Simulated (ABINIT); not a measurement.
# Au (Cmcm) in ABINIT: notebook, part 2 of 2

ABINIT 10.8.3 (patched build). Earlier steps stand in the parts before.

### Step 4. Single point, PBEsol

Contents of run.abi:

```
# Pseudopotentials
pp_dirpath "./"
pseudos "Au.GGA_PBE-JTH.xml"

# Structure
acell 2.9196899571 2.9196899571 4.89316961 Angstrom
rprim
     0.4833766550    -0.8754124796     0.0000000000
     0.4833766550     0.8754124796     0.0000000000
     0.0000000000     0.0000000000     1.0000000000
ntypat 1
znucl 79
natom 2
typat 1 1
xred
     0.3346720300     0.6653279700     0.2500000000
     0.6653279700     0.3346720300     0.7500000000
chkprim 0
chksymtnons 0
tolsym 1.0e-6

# Plane-wave basis
ecut 20.0
pawecutdg 40.0
pawxcdev 0

# k points
kptopt 1
ngkpt 11 11 6
nshiftk 1
shiftk 0.0 0.0 0.0

# Exchange and correlation
ixc -116133

# Bands and occupations
nband 15
occopt 3
tsmear 0.05 eV

# SCF cycle
nstep 100
tolvrs 1.0e-9

# Output
iomode 3
prtwf 0
prtden 0
prteig 0
prtebands 0
```

Potentials or basis: JTH PAW PBE v2.0.

On the command line:

```
> abinit run.abi > log 2>&1
```

run.abo:

```text
.Version 10.8.3 of ABINIT
 Symmetries : space group Cm c m (# 63); Bravais oC (1-face-center ortho.)
================================================================================
 Values of the parameters that define the memory need of the present run
     intxc =       0    ionmov =       0      iscf =      17    lmnmax =      18
     lnmax =       6     mgfft =      40  mpssoang =       3    mqgrid =    3001
     natom =       2  nloc_mem =       2    nspden =       1   nspinor =       1
    nsppol =       1      nsym =       8    n1xccc =       1    ntypat =       1
    occopt =       3   xclevel =       2
       mpw =        1040          nfft =       23040          nkpt =         144
 PAW method is used; the additional fine FFT grid is defined by:
   mgfftf=        54    nfftf =     55296
================================================================================
================================================================================

--------------------------------------------------------------------------------
------------- Echo of variables that govern the present computation ------------
--------------------------------------------------------------------------------
 -outvars: echo values of preprocessed input variables --------
            acell      5.5174143915E+00  5.5174143915E+00  9.2467504505E+00 Bohr
              amu      1.96966540E+02
          chkprim           0
      chksymtnons           0
             ecut      2.00000000E+01 Hartree
                       outvar_i_n : Printing only first  50 k-points.
              ixc     -116133
                       outvar_i_n : Printing only first  50 k-points.
         kptrlatt       11    0    0      0   11    0      0    0    6
          kptrlen      5.54805027E+01
            natom           2
            nband          15
            ngfft          24      24      40
          ngfftdg          32      32      54
             nkpt         144
            nstep         100
             nsym           8
           ntypat           1
                       prtocc : prtvol=0, do not print more k-points.
           occopt           3
        pawecutdg      4.00000000E+01 Hartree
         pawxcdev           0
           prtden           0
        prtebands           0
           prteig           0
            prtwf           0
            rprim      4.8337665500E-01 -8.7541247960E-01  0.0000000000E+00
                       4.8337665500E-01  8.7541247960E-01  0.0000000000E+00
                       0.0000000000E+00  0.0000000000E+00  1.0000000000E+00
          spgroup          63
           tolsym      1.00000000E-06
           tolvrs      1.00000000E-09
           tsmear      1.83746611E-03 Hartree
            typat      1  1
           useylm           1
                       outvars : Printing only first  50 k-points.
           xangst      1.4113099651E+00  8.4513443696E-01  1.2232924025E+00
                       1.4113099651E+00 -8.4513443696E-01  3.6698772075E+00
            xcart      2.6669893128E+00  1.5970726254E+00  2.3116876126E+00
                       2.6669893128E+00 -1.5970726254E+00  6.9350628379E+00
             xred      3.3467203000E-01  6.6532797000E-01  2.5000000000E-01
                       6.6532797000E-01  3.3467203000E-01  7.5000000000E-01
            znucl       79.00000

================================================================================

 chkinp: Checking input parameters for consistency.

================================================================================
== DATASET  1 ==================================================================

--- !DatasetInfo
iteration_state: {dtset: 1, }
dimensions: {natom: 2, nkpt: 144, mband: 15, nsppol: 1, nspinor: 1, nspden: 1, mpw: 1040, }
cutoff_energies: {ecut:  20.0, pawecutdg:  40.0, }
electrons: {nelect:   2.20000000E+01, charge:   0.00000000E+00, occopt:   3.00000000E+00, tsmear:   1.83746611E-03, }
[... 86 lines left out ...]
- [  6.6533E-01,   3.3467E-01,   7.5000E-01, Au]
cartesian_forces: # hartree/bohr
- [  1.38252832E-21,  -4.48505609E-04,  -0.00000000E+00, ]
- [ -1.38252832E-21,   4.48505609E-04,  -0.00000000E+00, ]
force_length_stats: {min:   4.48505609E-04, max:   4.48505609E-04, mean:   4.48505609E-04, }
...

 Integrated electronic density in atomic spheres:
 ------------------------------------------------
 Atom  Sphere_radius  Integrated_density
    1        2.50870          9.44522604
    2        2.50870          9.44522604

================================================================================

 ----iterations are completed or convergence reached----

 Mean square residual over all n,k,spin=   38.059E-08; max=  22.783E-05
 reduced coordinates (array xred) for    2 atoms
       0.334672030000      0.665327970000      0.250000000000
       0.665327970000      0.334672030000      0.750000000000
 rms dE/dt=  1.7688E-03; max dE/dt=  2.1663E-03; dE/dt below (all hartree)
    1      -0.002166288109      0.002166288109      0.000000000000
    2       0.002166288109     -0.002166288109      0.000000000000

 cartesian coordinates (angstrom) at end:
    1      1.41130996510009     0.84513443696111     1.22329240250000
    2      1.41130996510009    -0.84513443696111     3.66987720750000

 cartesian forces (hartree/bohr) at end:
    1      0.00000000000000    -0.00044850560941    -0.00000000000000
    2     -0.00000000000000     0.00044850560941    -0.00000000000000
 frms,max,avg= 2.5894483E-04 4.4850561E-04   0.000E+00  0.000E+00  0.000E+00 h/b

 cartesian forces (eV/Angstrom) at end:
    1      0.00000000000000    -0.02306308572641    -0.00000000000000
    2     -0.00000000000000     0.02306308572641    -0.00000000000000
 frms,max,avg= 1.3315479E-02 2.3063086E-02   0.000E+00  0.000E+00  0.000E+00 e/A
 length scales=  5.517414391482  5.517414391482  9.246750450515 bohr
              =  2.919689957100  2.919689957100  4.893169610000 angstroms
 Fermi (or HOMO) energy (hartree) =   0.25647   Average Vxc (hartree)=  -0.43152
 Eigenvalues (hartree) for nkpt= 144  k points:
 kpt#   1, nband= 15, wtk=  0.00138, kpt=  0.0000  0.0000  0.0000 (reduced coord)
  -0.09257   -0.00360    0.08480    0.08698    0.09922    0.10821    0.11752    0.13131
   0.13765    0.17900    0.18187    0.21797    0.34596    0.81156    0.84901
      occupation numbers for kpt#   1
   2.00000    2.00000    2.00000    2.00000    2.00000    2.00000    2.00000    2.00000
   2.00000    2.00000    2.00000    2.00000    0.00000    0.00000    0.00000
 prteigrs : prtvol=0 or 1, do not print more k-points.

--- !EnergyTerms
iteration_state     : {dtset: 1, }
comment             : Components of total free energy in Hartree
kinetic             :  1.84032764596101E+01
hartree             :  7.57486702921708E+00
xc                  : -5.93497498055813E+00
Ewald energy        : -7.10033129525575E+01
psp_core            :  6.50160667858296E+00
local_psp           : -2.84764045146986E+01
PAW spherical_terms :  4.53760714871662E+00
internal            : -6.83973351316874E+01
'-kT*entropy'       : -2.73831198674830E-04
total_energy        : -6.83976089628861E+01
total_energy_eV     : -1.86119375579066E+03
...

--- !EnergyTermsDC
iteration_state     : {dtset: 1, }
comment             : '"Double-counting" decomposition of free energy'
band_energy         :  2.40246805802697E+00
Ewald energy        : -7.10033129525575E+01
psp_core            :  6.50160667858296E+00
xc_dc               : -6.43878106189530E+00
PAW spherical_terms :  1.40721783276083E-01
internal            : -6.83972974945668E+01
'-kT*entropy'       : -2.73831198674830E-04
total_energy_dc     : -6.83975713257654E+01
total_energy_dc_eV  : -1.86119273163244E+03
...

--- !EnergyTermsWithPAWCore
iteration_state     : {dtset: 1, }
comment             : 'Components of total free energy, including PAW core contributions'
Total energy        : -3.80136263431123E+04
Total energy DC     : -3.80136263054752E+04
Total energy (eV)   : -1.03440346903283E+06
Total energy DC (eV): -1.03440346800867E+06
...

 Cartesian components of stress tensor (hartree/bohr^3)
  sigma(1 1)=  7.29581348E-05  sigma(3 2)=  0.00000000E+00
  sigma(2 2)=  2.18635989E-04  sigma(3 1)=  0.00000000E+00
  sigma(3 3)=  2.08131555E-04  sigma(2 1)=  0.00000000E+00

-Cartesian components of stress tensor (GPa)         [Pressure= -4.9008E+00 GPa]
- sigma(1 1)=  2.14650243E+00  sigma(3 2)=  0.00000000E+00
- sigma(2 2)=  6.43249287E+00  sigma(3 1)=  0.00000000E+00
- sigma(3 3)=  6.12344177E+00  sigma(2 1)=  0.00000000E+00

== END DATASET(S) ==============================================================
================================================================================

 -outvars: echo values of variables after computation  --------
            acell      5.5174143915E+00  5.5174143915E+00  9.2467504505E+00 Bohr
           etotal     -6.8397571326E+01
            fcart      1.3825283170E-21 -4.4850560941E-04 -0.0000000000E+00
                      -1.3825283170E-21  4.4850560941E-04 -0.0000000000E+00
            rprim      4.8337665500E-01 -8.7541247960E-01  0.0000000000E+00
                       4.8337665500E-01  8.7541247960E-01  0.0000000000E+00
                       0.0000000000E+00  0.0000000000E+00  1.0000000000E+00
           strten      7.2958134835E-05  2.1863598875E-04  2.0813155547E-04
                       0.0000000000E+00  0.0000000000E+00  0.0000000000E+00
           xangst      1.4113099651E+00  8.4513443696E-01  1.2232924025E+00
                       1.4113099651E+00 -8.4513443696E-01  3.6698772075E+00
             xred      3.3467203000E-01  6.6532797000E-01  2.5000000000E-01
                       6.6532797000E-01  3.3467203000E-01  7.5000000000E-01
 Calculation completed.
```

Wall time 78 s (1 thread of Intel Xeon Platinum 8559C (Emerald Rapids), shared host); peak memory 0.17 GiB.

What came out:

- Free energy: -1861.1927 eV
- Pressure: -4.9 GPa
- Largest force: 0.023 eV/Å
- Band gap on the k mesh: none (metal or under the smearing width)
- Valence electrons inside the program's atomic spheres: Au 9.45 (radii [1.3275] Å)

Forces in eV/Å, atoms in the order of the input:
```
Au   0.000 -0.023  0.000
Au   0.000  0.023  0.000
```

Levels at points of the mesh, in eV from the Fermi level:
| k point | band 7 | band 8 | band 9 | band 10 | band 11 | band 12 | band 13 | band 14 | band 15 |
| --- | --- | --- | --- | --- | --- | --- | --- | --- | --- |
| (0.00, 0.00, 0.00) | -3.78 | -3.41 | -3.23 | -2.11 | -2.03 | -1.05 | 2.43 | 15.10 | 16.12 |
| (0.00, 0.00, 0.50) | -4.09 | -4.09 | -2.58 | -2.58 | -2.42 | -2.42 | 10.27 | 10.27 | 15.48 |

Caveat: the PAW data sets were made with another functional, which shifts forces and pressure a little. Spin-orbit coupling is left out, which matters for the levels of Au.

### Step 5. Overview

```tsv
potentials or basis	cutoff (eV)	fine-grid cutoff	gap on the mesh (eV)	pressure (GPa)	largest force (eV/Å)
PseudoDojo NC SR PBEsol v0.4.1 standard	1034	-	none	-5.6	0.02
PseudoDojo NC SR PBEsol v0.4 stringent	1034	-	none	-5.6	0.02
JTH PAW PBE v2.0	544	1088.46 eV	none	-4.9	0.02
```

Alike in all rows: task single point; level PBEsol; no spin polarisation; cell as given; k mesh 11 × 11 × 6; smearing fermi-dirac 0.05 eV.

Caveats: the PAW data sets were made with another functional, which shifts forces and pressure a little (some runs).

Absolute energies hang on the potentials; compare differences alone.
